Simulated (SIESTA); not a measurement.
# Re under changes of volume

One of the cells (14.714 Å³/atom); the others are scaled copies at fixed shape and fractional positions:

```xyz
2
Lattice="2.7608 0.0000 0.0000 -1.3804 2.3909 0.0000 0.0000 0.0000 4.4582" Properties=species:S:1:pos:R:3 pbc="T T T"
Re    1.3804    0.7970    3.3436
Re    0.0000    1.5939    1.1145
```

* Program: SIESTA 5.4.2
* Functional: PBE
* Potentials or basis: PseudoDojo 0.4 standard (PBE files, fully relativistic)
* Basis: DZP (energy shift 0.003 Ry; two zetas on semicore shells)
* Grid cutoff: 800 Ry
* Energy shift: 0.003 Ry
* k mesh: 8 × 8 × 4
* Occupations: fermi-dirac, width 0.05 eV
* Spin: non-collinear spin, zero start, spin-orbit coupling
* Starting moments: [[0.0, 0.0, 0.0], [0.0, 0.0, 0.0]] μB

```tsv
volume (Å³/atom)	energy over the lowest point (meV/atom)	pressure (GPa)
13.831	?	?
14.125	60.00	25.1
14.420	22.98	15.2
14.714	3.56	6.0
15.008	0.00	-2.0
15.303	10.21	-9.1
15.597	32.98	-15.7
```

Question: What does the run at 13.831 Å³/atom give?

Answer: Energy over the lowest point 115.94 meV/atom; pressure 36.1 GPa.

Worked out: A Birch-Murnaghan fit of order 3 (a polynomial in V^(-2/3)) to the other rows has its minimum at 14.93 Å³/atom with B0 = V·E''(V) = 397 GPa and B' = 4.8 at fixed shape and positions, which overstates the stiffness. It gives 116.69 meV/atom at 13.831 Å³/atom, against the run's 115.94, and -dE/dV = 36.7 GPa, against 36.1.

Energies are extrapolated to zero smearing.

Caveats: short orbitals over semicore shells can move pressures by several GPa; the basis of atomic orbitals isn't converged, which shifts pressures, moduli and gaps.
